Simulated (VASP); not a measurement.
# GaN (P6_3mc) in VASP: a series of runs

One crystal, GaN, is run at these levels: LDA, r2SCAN; tasks: relaxation of cell and atoms.

All numbers are computed with VASP 6.6.1; they aren't measurements. Logs are shortened: lines on timing, memory, paths and dates and some standing lists are left out, and cuts for length are marked.

## Step 1: The crystal as given

Symmetry: P6_3mc, No. 186, hexagonal system. Conventional cell: a = 3.180 Å, b = 3.180 Å, c = 5.166 Å, α = 90.00°, β = 90.00°, γ = 120.00°. Ga (site symmetry 3m) has 4 N at 1.94 to 1.95 Å as nearest neighbours. Around N (site symmetry 3m) lie 4 Ga at 1.94 to 1.95 Å.

## Step 2: Relaxation of cell and atoms, LDA

Contents of INCAR:

```
SYSTEM = GaN
  PREC = Accurate
  ENCUT = 600
  EDIFF = 1E-6
  ISMEAR = 0
  SIGMA = 0.03
  LREAL = .False.
  LASPH = .True.
  NELM = 80
  ALGO = Normal
  ISIF = 3
  LWAVE = .False.
  LCHARG = .False.
  GGA = CA
  IBRION = 2
  NSW = 90
  EDIFFG = -0.01
```

Contents of KPOINTS:

```
Automatic mesh
0
Gamma
  12 12 5
  0 0 0
```

Contents of POSCAR:

```
GaN
1.0
    3.1800000000      0.0000000000      0.0000000000
   -1.5900000000      2.7539607800      0.0000000000
    0.0000000000      0.0000000000      5.1660000000
Ga N
2 2
Direct
    0.3333333300      0.6666666700      0.0000000000
    0.6666666700      0.3333333300      0.5000000000
    0.3333333300      0.6666666700      0.3750000000
    0.6666666700      0.3333333300      0.8750000000
```

Potentials or basis: VASP PAW LDA potentials, release 64 (Ga_d, N).

The run is started by

```
cat potpaw_LDA.64/Ga_d/POTCAR potpaw_LDA.64/N/POTCAR > POTCAR
mpirun -np 1 vasp_std > vasp.out
```

OUTCAR:

```text
SYSTEM = GaN
   PREC = Accurate
   ENCUT = 600
   EDIFF = 1E-6
   ISMEAR = 0
   LREAL = .False.
   LASPH = .True.
   NELM = 80
   ISIF = 3
   GGA = CA
   IBRION = 2
   NSW = 90
   EDIFFG = -0.01

 ion  position               nearest neighbor table
   1  0.333  0.667  0.000-   3 1.94   4 1.95   4 1.95   4 1.95
   2  0.667  0.333  0.500-   4 1.94   3 1.95   3 1.95   3 1.95
   3  0.333  0.667  0.375-   1 1.94   2 1.95   2 1.95   2 1.95
   4  0.667  0.333  0.875-   2 1.94   1 1.95   1 1.95   1 1.95

  LATTYP: Found a hexagonal cell.
 ALAT       =     3.1800000000
 C/A-ratio  =     1.6245283019

  Lattice vectors:

 A1 = (   3.1800000000,   0.0000000000,   0.0000000000)
 A2 = (  -1.5900000000,   2.7539607800,   0.0000000000)
 A3 = (   0.0000000000,   0.0000000000,   5.1660000000)

Analysis of symmetry for initial positions (statically):
=====================================================================
 Subroutine PRICEL returns:
 Original cell was already a primitive cell.

 Routine SETGRP: Setting up the symmetry group for a
 hexagonal supercell.

 Subroutine GETGRP returns: Found 12 space group operations
 (whereof  6 operations were pure point group operations)
 out of a pool of 24 trial point group operations.

The static configuration has the point symmetry C_3v.
 The point group associated with its full space group is C_6v.

Analysis of symmetry for dynamics (positions and initial velocities):
=====================================================================
 Subroutine PRICEL returns:
 Original cell was already a primitive cell.

 Routine SETGRP: Setting up the symmetry group for a
 hexagonal supercell.

 Subroutine GETGRP returns: Found 12 space group operations
 (whereof  6 operations were pure point group operations)
 out of a pool of 24 trial point group operations.

The dynamic configuration has the point symmetry C_3v.
 The point group associated with its full space group is C_6v.

 Subroutine INISYM returns: Found 12 space group operations
 (whereof  6 operations are pure point group operations),
 and found     1 'primitive' translations

----------------------------------------------------------------------------------------

                                     Primitive cell

  volume of cell :      45.2417

  direct lattice vectors                    reciprocal lattice vectors
     3.180000000  0.000000000  0.000000000     0.314465409  0.181556689  0.000000000
    -1.590000000  2.753960780  0.000000000     0.000000000  0.363113377  0.000000000
     0.000000000  0.000000000  5.166000000     0.000000000  0.000000000  0.193573364

  length of vectors
     3.180000000  3.179999997  5.166000000     0.363113377  0.363113377  0.193573364

  position of ions in fractional coordinates (direct lattice)
     0.333333330  0.666666670  0.000000000
     0.666666670  0.333333330  0.500000000
     0.333333330  0.666666670  0.375000000
     0.666666670  0.333333330  0.875000000

  ion indices of the primitive-cell ions
   primitive index   ion index
                 1           1
                 2           2
                 3           3
                 4           4

----------------------------------------------------------------------------------------

 KPOINTS: Automatic mesh

Automatic generation of k-mesh.
 Grid dimensions read from file:
 generate k-points for:   12   12    5

 Generating k-lattice:

  Cartesian coordinates                     Fractional coordinates (reciprocal lattice)
     0.026205451  0.015129724  0.000000000     0.083333333  0.000000000  0.000000000
     0.000000000  0.030259448  0.000000000     0.000000000  0.083333333  0.000000000
     0.000000000  0.000000000  0.038714673     0.000000000  0.000000000  0.200000000

  Length of vectors
     0.030259448  0.030259448  0.038714673

  Shift w.r.t. Gamma in fractional coordinates (k-lattice)
     0.000000000  0.000000000  0.000000000

 Subroutine IBZKPT returns following result:
 ===========================================

 Found     57 irreducible k-points:

 Following reciprocal coordinates:
            Coordinates               Weight
  0.000000  0.000000  0.000000      1.000000
  0.083333  0.000000  0.000000      6.000000
  0.166667 -0.000000  0.000000      6.000000
  0.250000  0.000000  0.000000      6.000000
  0.333333  0.000000  0.000000      6.000000
  0.416667 -0.000000  0.000000      6.000000
[... 16 lines left out ...]
  0.250000  0.000000  0.200000     12.000000
  0.333333  0.000000  0.200000     12.000000
 [... further k-points ...]
   k-points           NKPTS =     57   k-points in BZ     NKDIM =     57   number of bands    NBANDS=     22
   number of dos      NEDOS =    301   number of ions     NIONS =      4
   total plane-waves  NPLWV =  32928
   dimension x,y,z NGX =    28 NGY =   28 NGZ =   42
   dimension x,y,z NGXF=    56 NGYF=   56 NGZF=   84
   ions per type =               2   2
   NGX,Y,Z   is equivalent  to a cutoff of  14.64, 14.64, 13.52 a.u.
   NGXF,Y,Z  is equivalent  to a cutoff of  29.28, 29.28, 27.03 a.u.
 SYSTEM =  GaN
   PREC   = accura    normal or accurate (medium, high low for compatibility)
   ISTART =      0    job   : 0-new  1-cont  2-samecut
   ICHARG =      2    charge: 1-file 2-atom 10-const
   ISPIN  =      1    spin polarized calculation?
   LNONCOLLINEAR =      F non collinear calculations
   LSORBIT =      F    spin-orbit coupling
   LASPH  =      T    aspherical Exc in radial PAW
   ENCUT  =  600.0 eV  44.10 Ry    6.64 a.u.   6.35  6.35 10.32*2*pi/ulx,y,z
   NELM   =     80;   NELMIN=  2; NELMDL= -5     # of ELM steps
   EDIFF  = 0.1E-05   stopping-criterion for ELM
   LREAL  =      F    real-space projection
   EDIFFG = -.1E-01   stopping-criterion for IOM
   NSW    =     90    number of steps for IOM
   IBRION =      2    ionic relax: 0-MD 1-quasi-New 2-CG
   NFREE  =      1    steps in history (QN), initial steepest desc. (CG)
   ISIF   =      3    stress and relaxation
   ISYM   =      2    0-nonsym 1-usesym 2-fastsym
   POTIM  = 0.5000    time-step for ionic-motion
   TEBEG  =    0.0;   TEEND  =   0.0 temperature during run
   PSTRESS=    0.0 pullay stress
   NELECT =      36.0000    total number of electrons
   NUPDOWN=      -1.0000    fix difference up-down
   EMIN   =  10.00;   EMAX   =-10.00  energy-range for DOS
   EFERMI =   0.00;   METHOD = LEGACY
   ISMEAR =     0;   SIGMA  =   0.03  broadening in eV -4-tet -1-fermi 0-gaus
   EFERMI_NEDOS =   21; number of points for ismear=-14 and -15
   IALGO  =     38    algorithm
   IMIX   =      4    mixing-type and parameters
     AMIX     =   0.40;   BMIX     =  1.00
     AMIX_MAG =   1.60;   BMIX_MAG =  1.00
  volume/ion in A,a.u.               =      11.31        76.33
  Fermi-wavevector in a.u.,A,eV,Ry     =   1.517036  2.866782 31.312427  2.301398
  Thomas-Fermi vector in A             =   2.626345
   LORBIT       =      0    0 simple, 1 ext, 2 COOP (PROOUT), +10 PAW based schemes
   GGA     = CA    functional components
   LHFCALC =     F    Hartree Fock is set to
   AEXX    =    0.0000 exact exchange contribution
   IVDW    =     0    specifies the selected vdW correction
   LEPSILON=     F    determine dielectric tensor
   LRPA    =     F    only Hartree local field effects (RPA)
 conjugate gradient relaxation of ions
 non-spin polarized calculation
 Gauss-broadening in eV      SIGMA  =   0.03
  energy-cutoff  :      600.00
  volume of cell :       45.24
 maximum number of plane-waves:      1529
 NGX is ok and might be reduce to    28
   NGX = 13   NGY = 13   NGZ = 21

--------------------------------------- Ionic step        1  -------------------------------------------

 number of electron      35.9999992 magnetization

 Free energy of the ion-electron system (eV)
  ---------------------------------------------------
  ext. energy  EPLUGINS =         0.00000000
  ---------------------------------------------------
  free energy    TOTEN  =       -27.90150691 eV

  energy without entropy =      -27.90150691  energy(sigma->0) =      -27.90150691

------------------------ aborting loop because EDIFF is reached ----------------------------------------

  FORCE on cell =-STRESS in cart. coord.  units (eV):
  Direction    XX          YY          ZZ          XY          YZ          ZX
  --------------------------------------------------------------------------------------
  -------------------------------------------------------------------------------------
  Total       -1.1981263     -1.1981263     -0.5853611      0.0000000      0.0000000      0.0000000
  in kB      -42.4300847    -42.4300846    -20.7298043      0.0000000      0.0000000      0.0000000
  external PRESSURE =     -35.1966578 kB  Pullay stress =       0.0000000 kB
[... 61 lines left out ...]
  energy  without entropy=      -27.9018181904  energy(sigma->0) =      -27.90181819

--------------------------------------- Ionic step        3  -------------------------------------------

 number of electron      35.9999987 magnetization

 Free energy of the ion-electron system (eV)
  ---------------------------------------------------
  ext. energy  EPLUGINS =         0.00000000
  ---------------------------------------------------
  free energy    TOTEN  =       -27.91236013 eV

  energy without entropy =      -27.91236013  energy(sigma->0) =      -27.91236013

 E-fermi :   5.5248     XC(G=0): -12.2729

 val. band max:        5.3872708542   @ k =   0.0000   0.0000   0.0000
 cond. band min:       7.4983256444   @ k =   0.0000   0.0000   0.0000
 fundamental gap:      2.1110547902
 Fermi energy:         5.5247999371

 k-point     1 :       0.0000    0.0000    0.0000
  band No.  band energies     occupation
      1     -10.7140      2.00000
      2      -9.7493      2.00000
      3      -8.1971      2.00000
      4      -8.1792      2.00000
      5      -8.1792      2.00000
      6      -8.1131      2.00000
[... 574 lines left out ...]
      6      -7.9612      2.00000
[... 14 lines left out ...]
     21      12.4907      0.00000
     22      13.6338      0.00000

 [... further k-points ...]

------------------------ aborting loop because EDIFF is reached ----------------------------------------

  FORCE on cell =-STRESS in cart. coord.  units (eV):
  Direction    XX          YY          ZZ          XY          YZ          ZX
  --------------------------------------------------------------------------------------
  -------------------------------------------------------------------------------------
  Total        0.0016907      0.0016907      0.0077751      0.0000000      0.0000000      0.0000000
  in kB        0.0609855      0.0609855      0.2804563      0.0000000      0.0000000      0.0000000
  external PRESSURE =       0.1341424 kB  Pullay stress =       0.0000000 kB
[... 19 lines left out ...]
  FREE ENERGIE OF THE ION-ELECTRON SYSTEM (eV)
  ---------------------------------------------------
  free  energy   TOTEN  =       -27.9123601302 eV

  energy  without entropy=      -27.9123601302  energy(sigma->0) =      -27.91236013

 reached required accuracy - stopping structural energy minimisation
```

Run time: 2.8 min. Hardware: 1 thread of Intel Xeon Platinum 8488C (Sapphire Rapids), shared host; peak memory 0.2 GiB.

Results:

* Free energy: -27.9124 eV
* Relaxed volume: 11.10 Å³/atom
* Relaxed cell: a = 3.157 Å, b = 3.157 Å, c = 5.147 Å, α = 90.00°, β = 90.00°, γ = 120.00°
* Space group after relaxing (to 0.05 Å): P6_3mc (No. 186)
* Energy gained by relaxing: 2.7 meV/atom
* Ionic steps: 3
* Pressure after relaxing: 0.0 GPa
* Largest force after relaxing: 0.010 eV/Å
* Band gap on the k mesh: 2.11 eV, direct

Forces on the atoms (eV/Å):
```
Ga   0.000  0.000 -0.010
Ga   0.000  0.000 -0.010
N    0.000  0.000  0.010
N    0.000  0.000  0.010
```

The path:
| step | energy change (eV) | largest force (eV/Å) | pressure (GPa) | volume (Å³) |
| --- | --- | --- | --- | --- |
| 1 | 0.0000 | 0.1277 | -3.52 | 45.24 |
| 2 | -0.0003 | 0.1151 | 3.81 | 43.63 |
| 3 | -0.0109 | 0.0097 | 0.01 | 44.42 |

Final structure:
```cif
data_structure
_symmetry_space_group_name_H-M 'P 1'
_symmetry_Int_Tables_number 1
_cell_length_a 3.1566
_cell_length_b 3.1566
_cell_length_c 5.1474
_cell_angle_alpha 90.000
_cell_angle_beta 90.000
_cell_angle_gamma 120.000
_cell_volume 44.42
loop_
_atom_site_label
_atom_site_type_symbol
_atom_site_fract_x
_atom_site_fract_y
_atom_site_fract_z
_atom_site_occupancy
Ga1 Ga 0.33333 0.66667 0.99940 1
Ga2 Ga 0.66667 0.33333 0.49940 1
N1 N 0.33333 0.66667 0.37560 1
N2 N 0.66667 0.33333 0.87560 1
```

Levels at points of the mesh, in eV from the valence-band top:
```
           k point  band 14  band 15  band 16  band 17  band 18  band 19  band 20  band 21  band 22
(0.00, 0.00, 0.00)    -1.08    -1.08    -0.06     0.00     0.00     2.11     4.35     9.19     9.88
(0.50, 0.00, 0.00)    -5.44    -4.39    -2.87    -2.33    -1.04     4.99     5.64     5.98     8.68
```

A hybrid or GW would open this gap; LDA tends to underestimate it. Zero-point motion and thermal expansion aren't in these numbers.

[end of part 1 of 2]
